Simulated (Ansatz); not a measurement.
# Relaxed lattice of TiAl2 against the cutoff

Method: DFT r2SCAN, scalar-relativistic, plane waves, PAW in Ansatz 0.2.0. Each run relaxes cell and atoms to zero pressure from this start:

```
Ti Al
1.0
     1.97955   -6.04720    0.00000
     1.97955    6.04720    0.00000
     0.00000    0.00000    4.03150
Ti Al
2 4
Direct
  0.64900 0.35100 0.00000
  0.35100 0.64900 0.00000
  0.00000 0.00000 0.00000
  0.82400 0.17600 0.50000
  0.17600 0.82400 0.50000
  0.50000 0.50000 0.50000
```

```json
{"Γ-centred k-mesh": "10×10×10", "occupation rule": "Gaussian smearing, 0.1 eV", "spin treatment": "unpolarised"}
```

Lengths are those of the conventional cell, space group Cmmm. The stress that the relaxation follows holds a correction for the finite cutoff (Pulay stress).

```json
{"cutoff (eV)": "200", "a (Å)": "3.895", "b (Å)": "12.055", "c (Å)": "3.953", "volume (Å³/atom)": "15.47", "gap on mesh (eV)": "metal"}
{"cutoff (eV)": "250", "a (Å)": "3.921", "b (Å)": "12.071", "c (Å)": "4.038", "volume (Å³/atom)": "15.93", "gap on mesh (eV)": "metal"}
{"cutoff (eV)": "350", "a (Å)": "3.912", "b (Å)": "12.068", "c (Å)": "3.992", "volume (Å³/atom)": "15.70", "gap on mesh (eV)": "metal"}
{"cutoff (eV)": "520", "a (Å)": "3.913", "b (Å)": "12.069", "c (Å)": "3.993", "volume (Å³/atom)": "15.71", "gap on mesh (eV)": "metal"}
```

What does 500 give?

It gives:

```csv
cutoff (eV),a (Å),b (Å),c (Å),volume (Å³/atom),gap on mesh (eV)
500,3.913,12.069,3.993,15.71,metal
```

Cost: 5 runs of about 24 core-minutes in all, on Intel Xeon Processor @ 2.70GHz (shared hosts).